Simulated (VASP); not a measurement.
# B (Ia-3d) in VASP: single point with PBE

Aim: the single point of B with PBE.

Everything below comes from runs of VASP 6.6.1. Logs are shortened: lines on timing, memory, paths and dates and some standing lists are left out, and cuts for length are marked.

**1. The crystal as given**

It takes space group Ia-3d (No. 230, cubic). The conventional cell has a = 4.491 Å, b = 4.491 Å, c = 4.491 Å, α = 90.00°, β = 90.00°, γ = 90.00°. B (site symmetry 32) has 3 B at 1.59 Å as nearest neighbours.

The cell was built by a generator and needn't be a form met in nature.

**2. Single point, PBE**

INCAR reads:

```
PREC     = Accurate       # precision mode
ENCUT    = 520            # plane-wave cutoff, eV
EDIFF    = 1E-6           # SCF threshold, eV
ISMEAR   = 0              # smearing method
SIGMA    = 0.1            # smearing width, eV
LREAL    = F              # projectors in reciprocal space
LASPH    = T              # aspherical terms in the spheres
NELM     = 80             # most SCF steps
ALGO     = Normal         # electronic algorithm
ISIF     = 2              # what is computed and relaxed
LWAVE    = F              # write WAVECAR
LCHARG   = F              # write CHGCAR
GGA      = PE             # functional
NBANDS   = 22             # bands
```

KPOINTS reads:

```
Automatic mesh
0
Gamma
  6 6 6
```

POSCAR reads:

```
B
1.0
   -2.2453066800      2.2453066800      2.2453066800
    2.2453066800     -2.2453066800      2.2453066800
    2.2453066800      2.2453066800     -2.2453066800
B
8
Direct
    0.2500000000      0.2500000000      0.2500000000
    0.5000000000      0.0000000000      0.2500000000
    0.0000000000      0.2500000000      0.5000000000
    0.2500000000      0.5000000000      0.0000000000
    0.7500000000      0.7500000000      0.7500000000
    0.5000000000      0.0000000000      0.7500000000
    0.0000000000      0.7500000000      0.5000000000
    0.7500000000      0.5000000000      0.0000000000
```

Potentials or basis: VASP PAW PBE potentials, release 64 (B).

The run is started by

```sh
> cat potpaw_PBE.64/B/POTCAR > POTCAR
> mpirun -np 1 vasp_std > vasp.out
```

OUTCAR:

```text
PREC = Accurate
   ENCUT = 520
   EDIFF = 1E-6
   ISMEAR = 0
   LREAL = F
   LASPH = T
   NELM = 80
   ISIF = 2
   GGA = PE

 ion  position               nearest neighbor table
   1  0.250  0.250  0.250-   2 1.59   3 1.59   4 1.59   5 1.94   5 1.94
   2  0.500  0.000  0.250-   3 1.59   4 1.59   1 1.59   6 1.94   6 1.94
   3  0.000  0.250  0.500-   2 1.59   4 1.59   1 1.59   7 1.94   7 1.94
   4  0.250  0.500  0.000-   2 1.59   1 1.59   3 1.59   8 1.94   8 1.94
   5  0.750  0.750  0.750-   6 1.59   7 1.59   8 1.59   1 1.94   1 1.94
   6  0.500  0.000  0.750-   8 1.59   7 1.59   5 1.59   2 1.94   2 1.94
   7  0.000  0.750  0.500-   6 1.59   5 1.59   8 1.59   3 1.94   3 1.94
   8  0.750  0.500  0.000-   6 1.59   7 1.59   5 1.59   4 1.94   4 1.94

  LATTYP: Found a body centered cubic cell.
 ALAT       =     4.4906133600

  Lattice vectors:

 A1 = (  -2.2453066800,   2.2453066800,   2.2453066800)
 A2 = (   2.2453066800,  -2.2453066800,   2.2453066800)
 A3 = (   2.2453066800,   2.2453066800,  -2.2453066800)

Analysis of symmetry for initial positions (statically):
=====================================================================
 Subroutine PRICEL returns:
 Original cell was already a primitive cell.

 Routine SETGRP: Setting up the symmetry group for a
 body centered cubic supercell.

 Subroutine GETGRP returns: Found 48 space group operations
 (whereof  6 operations were pure point group operations)
 out of a pool of 48 trial point group operations.

The static configuration has the point symmetry S_6 .
 The point group associated with its full space group is O_h .

Analysis of symmetry for dynamics (positions and initial velocities):
=====================================================================
 Subroutine PRICEL returns:
 Original cell was already a primitive cell.

 Routine SETGRP: Setting up the symmetry group for a
 body centered cubic supercell.

 Subroutine GETGRP returns: Found 48 space group operations
 (whereof  6 operations were pure point group operations)
 out of a pool of 48 trial point group operations.

The dynamic configuration has the point symmetry S_6 .
 The point group associated with its full space group is O_h .

 Subroutine INISYM returns: Found 48 space group operations
 (whereof  6 operations are pure point group operations),
 and found     1 'primitive' translations

----------------------------------------------------------------------------------------

                                     Primitive cell

  volume of cell :      45.2780

  direct lattice vectors                    reciprocal lattice vectors
    -2.245306680  2.245306680  2.245306680     0.000000000  0.222686729  0.222686729
     2.245306680 -2.245306680  2.245306680     0.222686729  0.000000000  0.222686729
     2.245306680  2.245306680 -2.245306680     0.222686729  0.222686729  0.000000000

  length of vectors
     3.888985248  3.888985248  3.888985248     0.314926592  0.314926592  0.314926592

  position of ions in fractional coordinates (direct lattice)
     0.250000000  0.250000000  0.250000000
     0.500000000  0.000000000  0.250000000
     0.000000000  0.250000000  0.500000000
     0.250000000  0.500000000  0.000000000
     0.750000000  0.750000000  0.750000000
     0.500000000  0.000000000  0.750000000
     0.000000000  0.750000000  0.500000000
     0.750000000  0.500000000  0.000000000

  ion indices of the primitive-cell ions
   primitive index   ion index
                 1           1
                 2           2
                 3           3
                 4           4
                 5           5
                 6           6
                 7           7
                 8           8

----------------------------------------------------------------------------------------

 KPOINTS: Automatic mesh

Automatic generation of k-mesh.
 Grid dimensions read from file:
 generate k-points for:    6    6    6

 Generating k-lattice:

  Cartesian coordinates                     Fractional coordinates (reciprocal lattice)
     0.000000000  0.037114455  0.037114455     0.166666667  0.000000000  0.000000000
     0.037114455  0.000000000  0.037114455     0.000000000  0.166666667  0.000000000
     0.037114455  0.037114455  0.000000000     0.000000000  0.000000000  0.166666667

  Length of vectors
     0.052487765  0.052487765  0.052487765

  Shift w.r.t. Gamma in fractional coordinates (k-lattice)
     0.000000000  0.000000000  0.000000000

 Subroutine IBZKPT returns following result:
 ===========================================

 Found     16 irreducible k-points:

 Following reciprocal coordinates:
            Coordinates               Weight
  0.000000  0.000000  0.000000      1.000000
  0.166667  0.000000  0.000000     12.000000
  0.333333  0.000000  0.000000     12.000000
  0.500000  0.000000  0.000000      6.000000
  0.166667  0.166667  0.000000     24.000000
  0.333333  0.166667  0.000000     48.000000
[... 8 lines left out ...]
  0.500000  0.500000  0.333333     12.000000
  0.500000  0.500000  0.500000      1.000000
   k-points           NKPTS =     16   k-points in BZ     NKDIM =     16   number of bands    NBANDS=     22
   number of dos      NEDOS =    301   number of ions     NIONS =      8
   total plane-waves  NPLWV =  27000
   dimension x,y,z NGX =    30 NGY =   30 NGZ =   30
   dimension x,y,z NGXF=    60 NGYF=   60 NGZF=   60
   ions per type =               8
   NGX,Y,Z   is equivalent  to a cutoff of  12.82, 12.82, 12.82 a.u.
   NGXF,Y,Z  is equivalent  to a cutoff of  25.65, 25.65, 25.65 a.u.
 SYSTEM =  unknown system
   PREC   = accura    normal or accurate (medium, high low for compatibility)
   ISTART =      0    job   : 0-new  1-cont  2-samecut
   ICHARG =      2    charge: 1-file 2-atom 10-const
   ISPIN  =      1    spin polarized calculation?
   LNONCOLLINEAR =      F non collinear calculations
   LSORBIT =      F    spin-orbit coupling
   LASPH  =      T    aspherical Exc in radial PAW
   ENCUT  =  520.0 eV  38.22 Ry    6.18 a.u.   7.23  7.23  7.23*2*pi/ulx,y,z
   NELM   =     80;   NELMIN=  2; NELMDL= -5     # of ELM steps
   EDIFF  = 0.1E-05   stopping-criterion for ELM
   LREAL  =      F    real-space projection
   EDIFFG = 0.1E-04   stopping-criterion for IOM
   NSW    =      0    number of steps for IOM
   IBRION =     -1    ionic relax: 0-MD 1-quasi-New 2-CG
   NFREE  =      0    steps in history (QN), initial steepest desc. (CG)
   ISIF   =      2    stress and relaxation
   ISYM   =      2    0-nonsym 1-usesym 2-fastsym
   POTIM  = 0.5000    time-step for ionic-motion
   TEBEG  =    0.0;   TEEND  =   0.0 temperature during run
   PSTRESS=    0.0 pullay stress
   NELECT =      24.0000    total number of electrons
   NUPDOWN=      -1.0000    fix difference up-down
   EMIN   =  10.00;   EMAX   =-10.00  energy-range for DOS
   EFERMI =   0.00;   METHOD = LEGACY
   ISMEAR =     0;   SIGMA  =   0.10  broadening in eV -4-tet -1-fermi 0-gaus
   EFERMI_NEDOS =   21; number of points for ismear=-14 and -15
   IALGO  =     38    algorithm
   IMIX   =      4    mixing-type and parameters
     AMIX     =   0.40;   BMIX     =  1.00
     AMIX_MAG =   1.60;   BMIX_MAG =  1.00
  volume/ion in A,a.u.               =       5.66        38.19
  Fermi-wavevector in a.u.,A,eV,Ry     =   1.324899  2.503697 23.883102  1.755358
  Thomas-Fermi vector in A             =   2.454400
   LORBIT       =      0    0 simple, 1 ext, 2 COOP (PROOUT), +10 PAW based schemes
   GGA     = PE    functional components
   LHFCALC =     F    Hartree Fock is set to
   AEXX    =    0.0000 exact exchange contribution
   IVDW    =     0    specifies the selected vdW correction
   LEPSILON=     F    determine dielectric tensor
   LRPA    =     F    only Hartree local field effects (RPA)
 non-spin polarized calculation
 Gauss-broadening in eV      SIGMA  =   0.10
  energy-cutoff  :      520.00
  volume of cell :       45.28
 maximum number of plane-waves:      1264
 NGX is ok and might be reduce to    30
   NGX = 15   NGY = 15   NGZ = 15

 number of electron      24.0000000 magnetization

 Free energy of the ion-electron system (eV)
  ---------------------------------------------------
  ext. energy  EPLUGINS =         0.00000000
  ---------------------------------------------------
  free energy    TOTEN  =       -39.88715048 eV

  energy without entropy =      -39.86266585  energy(sigma->0) =      -39.87490817

 E-fermi :   7.9704     XC(G=0): -12.9878

 val. band max:        7.9061811587   @ k =   0.1667   0.1667   0.0000
 cond. band min:       7.9790642954   @ k =   0.5000   0.5000   0.1667
 fundamental gap:      0.0728831366
 Fermi energy:         7.9704179933

 k-point     1 :       0.0000    0.0000    0.0000
  band No.  band energies     occupation
      1      -8.6269      2.00000
      2       1.8002      2.00000
      3       1.8002      2.00000
      4       2.5943      2.00000
      5       2.5943      2.00000
      6       2.5943      2.00000
[... 14 lines left out ...]
     21      22.1357      0.00000
     22      22.1357      0.00000

 k-point     2 :       0.1667    0.0000    0.0000
  band No.  band energies     occupation
      1      -8.3040      2.00000
      2      -0.6804      2.00000
      3       0.6007      2.00000
      4       0.8713      2.00000
      5       1.5262      2.00000
      6       1.7043      2.00000
[... 14 lines left out ...]
     21      22.9185      0.00000
     22      22.9427      0.00000
[... 323 lines left out ...]
     21      19.9209      0.00000
     22      19.9209      0.00000

 k-point    16 :       0.5000    0.5000    0.5000
  band No.  band energies     occupation
      1      -2.8412      2.00000
      2      -2.8412      2.00000
      3      -2.8412      2.00000
      4      -2.8412      2.00000
      5      -2.8412      2.00000
      6      -2.8412      2.00000
[... 14 lines left out ...]
     21      20.9998      0.00000
     22      20.9998      0.00000

------------------------ aborting loop because EDIFF is reached ----------------------------------------

  FORCE on cell =-STRESS in cart. coord.  units (eV):
  Direction    XX          YY          ZZ          XY          YZ          ZX
  --------------------------------------------------------------------------------------
  -------------------------------------------------------------------------------------
  Total       29.7769121     29.7769121     29.7769121      0.0000000      0.0000000      0.0000000
  in kB     1053.6666760   1053.6666760   1053.6666760      0.0000000      0.0000000      0.0000000
  external PRESSURE =    1053.6666760 kB  Pullay stress =       0.0000000 kB

 VOLUME and BASIS-vectors are now :
 -----------------------------------------------------------------------------
  energy-cutoff  :      520.00
  volume of cell :       45.28
      direct lattice vectors                 reciprocal lattice vectors
    -2.245306680  2.245306680  2.245306680     0.000000000  0.222686729  0.222686729
     2.245306680 -2.245306680  2.245306680     0.222686729  0.000000000  0.222686729
     2.245306680  2.245306680 -2.245306680     0.222686729  0.222686729  0.000000000

 POSITION                                       TOTAL-FORCE (eV/Angst)
 -----------------------------------------------------------------------------------
      0.56133      0.56133      0.56133        -0.000000      0.000000     -0.000000
     -0.56133      1.68398      0.56133        -0.000000      0.000000     -0.000000
      1.68398      0.56133     -0.56133         0.000000     -0.000000     -0.000000
      0.56133     -0.56133      1.68398        -0.000000     -0.000000     -0.000000
      1.68398      1.68398      1.68398         0.000000      0.000000      0.000000
      0.56133      2.80663     -0.56133        -0.000000     -0.000000     -0.000000
      2.80663     -0.56133      0.56133        -0.000000      0.000000      0.000000
     -0.56133      0.56133      2.80663        -0.000000      0.000000      0.000000
 -----------------------------------------------------------------------------------
    total drift:                                0.000000      0.000000     -0.000000

  FREE ENERGIE OF THE ION-ELECTRON SYSTEM (eV)
  ---------------------------------------------------
  free  energy   TOTEN  =       -39.8871504781 eV

  energy  without entropy=      -39.8626658550  energy(sigma->0) =      -39.87490817
```

Wall time 7.3 s (1 thread of Intel Xeon 6975P-C (Granite Rapids), shared host); peak memory 0.15 GiB.

Results:

```yaml
Free_energy: -39.8872 eV
Pressure: 105.4 GPa
Band_gap_on_the_k_mesh: none (metal or under the smearing width)
```

Caveat: a pressure of tens of GPa on the cell as given is suspect, and the run, the potentials or the cell itself is likely at fault.
